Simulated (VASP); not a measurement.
# PbS in VASP: single point with PBEsol

Aim: the single point of PbS with PBEsol.

All numbers are computed with VASP 6.6.1; they aren't measurements. Logs are shortened: lines on timing, memory, paths and dates and some standing lists are left out, and cuts for length are marked.

### Step 1. The slab as given

The cell holds a slab with vacuum, 4 atoms: a = 4.220 Å, b = 4.220 Å, c = 22.306 Å, α = 93.81°, β = 93.81°, γ = 90.05°.

### Step 2. Single point, PBEsol

The input, INCAR:

```
SYSTEM = PbS
ALGO     = Fast           ! electronic algorithm
EDIFF    = 1E-7           ! SCF threshold, eV
ENCUT    = 520            ! plane-wave cutoff, eV
GGA      = PS             ! functional
ISIF     = 2              ! what is computed and relaxed
ISMEAR   = 0              ! smearing method
LASPH    = .TRUE.         ! aspherical terms in the spheres
LCHARG   = .FALSE.        ! write CHGCAR
LREAL    = .FALSE.        ! projectors in reciprocal space
LWAVE    = .FALSE.        ! write WAVECAR
NBANDS   = 28             ! bands
NELM     = 100            ! most SCF steps
PREC     = Accurate       ! precision mode
SIGMA    = 0.01           ! smearing width, eV
```

The input, KPOINTS:

```
k-points
0
G
  5 5 1
  0 0 0
```

The input, POSCAR:

```
PbS
1.0
    2.9828240000     -2.9853070000      0.0000000000
    2.9828240000      2.9853070000      0.0000000000
   -2.0983280000      0.0000000000     22.2066720000
Pb S
2 2
Direct
    0.7325610000      0.7221170000      0.9356980000
    0.2778830000      0.2674390000      0.0643020000
    0.2459460000      0.2157900000      0.9443730000
    0.7842100000      0.7540540000      0.0556270000
```

Potentials or basis: VASP PAW PBE potentials, release 64 (Pb_d, S).

Run with:

```bash
$ cat potpaw_PBE.64/Pb_d/POTCAR potpaw_PBE.64/S/POTCAR > POTCAR
$ mpirun -np 1 vasp_std > vasp.out
```

OUTCAR:

```text
SYSTEM = PbS
   EDIFF = 1E-7
   ENCUT = 520
   GGA = PS
   ISIF = 2
   ISMEAR = 0
   LASPH = .TRUE.
   LREAL = .FALSE.
   NELM = 100
   PREC = Accurate

 ion  position               nearest neighbor table
   1  0.733  0.722  0.936-   4 2.66   3 2.93   3 2.99   3 2.99   3 3.05   2 4.13   2 4.13   2 4.13
                             2 4.13
   2  0.278  0.267  0.064-   3 2.66   4 2.93   4 2.99   4 2.99   4 3.05   1 4.13   1 4.13   1 4.13
                             1 4.13
   3  0.246  0.216  0.944-   2 2.66   1 2.93   1 2.99   1 2.99   1 3.05
   4  0.784  0.754  0.056-   1 2.66   2 2.93   2 2.99   2 2.99   2 3.05

  LATTYP: Found a base centered monoclinic cell.
 ALAT       =     5.9656480000
 B/A-ratio  =     1.0008324326
 C/A-ratio  =     3.7390050716
 COS(beta)  =    -0.0940718527

  Lattice vectors:

 A1 = (   2.9828240000,  -2.9853070000,   0.0000000000)
 A2 = (   2.9828240000,   2.9853070000,   0.0000000000)
 A3 = (  -2.0983280000,   0.0000000000,  22.2066720000)

Analysis of symmetry for initial positions (statically):
=====================================================================
 Subroutine PRICEL returns:
 Original cell was already a primitive cell.

 Routine SETGRP: Setting up the symmetry group for a
 base centered monoclinic supercell.

 Subroutine GETGRP returns: Found  2 space group operations
 (whereof  2 operations were pure point group operations)
 out of a pool of  4 trial point group operations.

The static configuration has the point symmetry C_2 .

Analysis of symmetry for dynamics (positions and initial velocities):
=====================================================================
 Subroutine PRICEL returns:
 Original cell was already a primitive cell.

 Routine SETGRP: Setting up the symmetry group for a
 base centered monoclinic supercell.

 Subroutine GETGRP returns: Found  2 space group operations
 (whereof  2 operations were pure point group operations)
 out of a pool of  4 trial point group operations.

The dynamic configuration has the point symmetry C_2 .

 Subroutine INISYM returns: Found  2 space group operations
 (whereof  2 operations are pure point group operations),
 and found     1 'primitive' translations

----------------------------------------------------------------------------------------

                                     Primitive cell

  volume of cell :     395.4851

  direct lattice vectors                    reciprocal lattice vectors
     2.982824000 -2.985307000  0.000000000     0.167626384 -0.167486962  0.015839165
     2.982824000  2.985307000  0.000000000     0.167626384  0.167486962  0.015839165
    -2.098328000  0.000000000 22.206672000     0.000000000  0.000000000  0.045031511

  length of vectors
     4.220106266  4.220106266 22.305588127     0.237489718  0.237489718  0.045031511

  position of ions in fractional coordinates (direct lattice)
     0.732561000  0.722117000  0.935698000
     0.277883000  0.267439000  0.064302000
     0.245946000  0.215790000  0.944373000
     0.784210000  0.754054000  0.055627000

  ion indices of the primitive-cell ions
   primitive index   ion index
                 1           1
                 2           2
                 3           3
                 4           4

----------------------------------------------------------------------------------------

 KPOINTS: k-points

Automatic generation of k-mesh.
 Grid dimensions read from file:
 generate k-points for:    5    5    1

 Generating k-lattice:

  Cartesian coordinates                     Fractional coordinates (reciprocal lattice)
     0.033525277 -0.033497392  0.003167833     0.200000000 -0.000000000  0.000000000
     0.033525277  0.033497392  0.003167833    -0.000000000  0.200000000  0.000000000
     0.000000000  0.000000000  0.045031511     0.000000000  0.000000000  1.000000000

  Length of vectors
     0.047497944  0.047497944  0.045031511

  Shift w.r.t. Gamma in fractional coordinates (k-lattice)
     0.000000000  0.000000000  0.000000000

 Subroutine IBZKPT returns following result:
 ===========================================

 Found      9 irreducible k-points:

 Following reciprocal coordinates:
            Coordinates               Weight
  0.000000  0.000000  0.000000      1.000000
  0.200000  0.000000 -0.000000      4.000000
  0.400000  0.000000 -0.000000      4.000000
  0.200000  0.200000  0.000000      2.000000
  0.400000  0.200000 -0.000000      4.000000
 -0.400000  0.200000  0.000000      4.000000
 -0.200000  0.200000  0.000000      2.000000
  0.400000  0.400000 -0.000000      2.000000
 -0.400000  0.400000  0.000000      2.000000
   k-points           NKPTS =      9   k-points in BZ     NKDIM =      9   number of bands    NBANDS=     28
   number of dos      NEDOS =    301   number of ions     NIONS =      4
   total plane-waves  NPLWV = 172032
   dimension x,y,z NGX =    32 NGY =   32 NGZ =  168
   dimension x,y,z NGXF=    64 NGYF=   64 NGZF=  336
   ions per type =               2   2
   NGX,Y,Z   is equivalent  to a cutoff of  12.61, 12.61, 12.52 a.u.
   NGXF,Y,Z  is equivalent  to a cutoff of  25.21, 25.21, 25.04 a.u.
 SYSTEM =  PbS
   PREC   = accura    normal or accurate (medium, high low for compatibility)
   ISTART =      0    job   : 0-new  1-cont  2-samecut
   ICHARG =      2    charge: 1-file 2-atom 10-const
   ISPIN  =      1    spin polarized calculation?
   LNONCOLLINEAR =      F non collinear calculations
   LSORBIT =      F    spin-orbit coupling
   LASPH  =      T    aspherical Exc in radial PAW
   ENCUT  =  520.0 eV  38.22 Ry    6.18 a.u.   7.85  7.85 41.47*2*pi/ulx,y,z
   NELM   =    100;   NELMIN=  2; NELMDL= -5     # of ELM steps
   EDIFF  = 0.1E-06   stopping-criterion for ELM
   LREAL  =      F    real-space projection
   EDIFFG = 0.1E-05   stopping-criterion for IOM
   NSW    =      0    number of steps for IOM
   IBRION =     -1    ionic relax: 0-MD 1-quasi-New 2-CG
   NFREE  =      0    steps in history (QN), initial steepest desc. (CG)
   ISIF   =      2    stress and relaxation
   ISYM   =      2    0-nonsym 1-usesym 2-fastsym
   POTIM  = 0.5000    time-step for ionic-motion
   TEBEG  =    0.0;   TEEND  =   0.0 temperature during run
   PSTRESS=    0.0 pullay stress
   NELECT =      40.0000    total number of electrons
   NUPDOWN=      -1.0000    fix difference up-down
   EMIN   =  10.00;   EMAX   =-10.00  energy-range for DOS
   EFERMI =   0.00;   METHOD = LEGACY
   ISMEAR =     0;   SIGMA  =   0.01  broadening in eV -4-tet -1-fermi 0-gaus
   EFERMI_NEDOS =   21; number of points for ismear=-14 and -15
   IALGO  =     68    algorithm
   IMIX   =      4    mixing-type and parameters
     AMIX     =   0.40;   BMIX     =  1.00
     AMIX_MAG =   1.60;   BMIX_MAG =  1.00
  volume/ion in A,a.u.               =      98.87       667.22
  Fermi-wavevector in a.u.,A,eV,Ry     =   0.762755  1.441397  7.915794  0.581794
  Thomas-Fermi vector in A             =   1.862286
   LORBIT       =      0    0 simple, 1 ext, 2 COOP (PROOUT), +10 PAW based schemes
   GGA     = PS    functional components
   LHFCALC =     F    Hartree Fock is set to
   AEXX    =    0.0000 exact exchange contribution
   IVDW    =     0    specifies the selected vdW correction
   LEPSILON=     F    determine dielectric tensor
   LRPA    =     F    only Hartree local field effects (RPA)
 non-spin polarized calculation
 RMM-DIIS sequential band-by-band and
 Gauss-broadening in eV      SIGMA  =   0.01
  energy-cutoff  :      520.00
  volume of cell :      395.49
 maximum number of plane-waves:     10672
   NGX = 15   NGY = 15   NGZ = 83

 number of electron      40.0000000 magnetization

 Free energy of the ion-electron system (eV)
  ---------------------------------------------------
  ext. energy  EPLUGINS =         0.00000000
  ---------------------------------------------------
  free energy    TOTEN  =       -18.50979301 eV

  energy without entropy =      -18.50979301  energy(sigma->0) =      -18.50979301

 E-fermi :  -1.9738     XC(G=0):  -3.0679

 val. band max:       -2.0226570677   @ k =   0.4000   0.0000  -0.0000
 cond. band min:      -0.3545231520   @ k =   0.4000   0.0000  -0.0000
 fundamental gap:      1.6681339157
 Fermi energy:        -1.9738489045

 k-point     1 :       0.0000    0.0000    0.0000
  band No.  band energies     occupation
      1     -18.2655      2.00000
      2     -18.1552      2.00000
      3     -18.1381      2.00000
      4     -18.1380      2.00000
      5     -18.1164      2.00000
      6     -18.1107      2.00000
[... 20 lines left out ...]
     27       3.1602      0.00000
     28       3.6065      0.00000

 k-point     2 :       0.2000    0.0000   -0.0000
  band No.  band energies     occupation
      1     -18.2436      2.00000
      2     -18.1432      2.00000
      3     -18.1431      2.00000
      4     -18.1264      2.00000
      5     -18.1255      2.00000
      6     -18.1204      2.00000
[... 20 lines left out ...]
     27       3.1126      0.00000
     28       3.1312      0.00000

 k-point     3 :       0.4000    0.0000   -0.0000
  band No.  band energies     occupation
      1     -18.1996      2.00000
      2     -18.1629      2.00000
      3     -18.1405      2.00000
      4     -18.1381      2.00000
      5     -18.1246      2.00000
      6     -18.1152      2.00000
[... 20 lines left out ...]
     27       3.5642      0.00000
     28       3.8859      0.00000

 k-point     4 :       0.2000    0.2000    0.0000
  band No.  band energies     occupation
      1     -18.2332      2.00000
      2     -18.1554      2.00000
      3     -18.1323      2.00000
      4     -18.1290      2.00000
      5     -18.1237      2.00000
      6     -18.1180      2.00000
[... 113 lines left out ...]
     27       3.1930      0.00000
     28       3.3959      0.00000

 k-point     8 :       0.4000    0.4000   -0.0000
  band No.  band energies     occupation
      1     -18.2465      2.00000
      2     -18.2385      2.00000
      3     -18.1303      2.00000
      4     -18.1298      2.00000
      5     -18.1157      2.00000
      6     -18.1092      2.00000
[... 20 lines left out ...]
     27       4.1896      0.00000
     28       4.3030      0.00000

 k-point     9 :      -0.4000    0.4000    0.0000
  band No.  band energies     occupation
      1     -18.2463      2.00000
      2     -18.2388      2.00000
      3     -18.1302      2.00000
      4     -18.1299      2.00000
      5     -18.1163      2.00000
      6     -18.1086      2.00000
[... 20 lines left out ...]
     27       4.1914      0.00000
     28       4.3043      0.00000

------------------------ aborting loop because EDIFF is reached ----------------------------------------

  FORCE on cell =-STRESS in cart. coord.  units (eV):
  Direction    XX          YY          ZZ          XY          YZ          ZX
  --------------------------------------------------------------------------------------
  -------------------------------------------------------------------------------------
  Total       -1.3353781     -1.3178336     -0.4831644      0.0000000      0.0000000      0.0136214
  in kB       -5.4098438     -5.3387680     -1.9573813      0.0000000      0.0000000      0.0551824
  external PRESSURE =      -4.2353311 kB  Pullay stress =       0.0000000 kB

 VOLUME and BASIS-vectors are now :
 -----------------------------------------------------------------------------
  energy-cutoff  :      520.00
  volume of cell :      395.49
      direct lattice vectors                 reciprocal lattice vectors
     2.982824000 -2.985307000  0.000000000     0.167626384 -0.167486962  0.015839165
     2.982824000  2.985307000  0.000000000     0.167626384  0.167486962  0.015839165
    -2.098328000  0.000000000 22.206672000     0.000000000  0.000000000  0.045031511

 POSITION                                       TOTAL-FORCE (eV/Angst)
 -----------------------------------------------------------------------------------
      2.37565     -0.03118     20.77874         0.000755     -0.001134      0.159627
      1.49167     -0.03118      1.42793        -0.000755     -0.001134     -0.159627
     -0.60433     -0.09002     20.97138        -0.006010      0.001134     -0.008089
      4.47165     -0.09002      1.23529         0.006010      0.001134      0.008089
 -----------------------------------------------------------------------------------
    total drift:                               -0.000000      0.000275      0.000000

  FREE ENERGIE OF THE ION-ELECTRON SYSTEM (eV)
  ---------------------------------------------------
  free  energy   TOTEN  =       -18.5097930144 eV

  energy  without entropy=      -18.5097930144  energy(sigma->0) =      -18.50979301
```

It took 3.4 min on 1 thread of Intel Xeon Platinum 8488C (Sapphire Rapids), shared host; peak memory 0.46 GiB.

Results:

```yaml
Free_energy: -18.5098 eV
Largest_force: 0.160 eV/Å
Band_gap_on_the_k_mesh: 1.67 eV, direct
```

Forces on the atoms (eV/Å):
```
Pb   0.001 -0.001  0.160
Pb  -0.001 -0.001 -0.160
S   -0.006  0.001 -0.008
S    0.006  0.001  0.008
```

Levels at points of the mesh, in eV from the valence-band top:
| k point | band 17 | band 18 | band 19 | band 20 | band 21 | band 22 | band 23 | band 24 |
| --- | --- | --- | --- | --- | --- | --- | --- | --- |
| (0.00, 0.00, 0.00) | -2.57 | -1.42 | -1.42 | -0.24 | 1.94 | 3.98 | 4.70 | 4.76 |

Caveat: the PAW data sets were made with another functional, which shifts forces and pressure a little; spin-orbit coupling is left out, which as a rule narrows the gap of such compounds by several tenths of an eV.
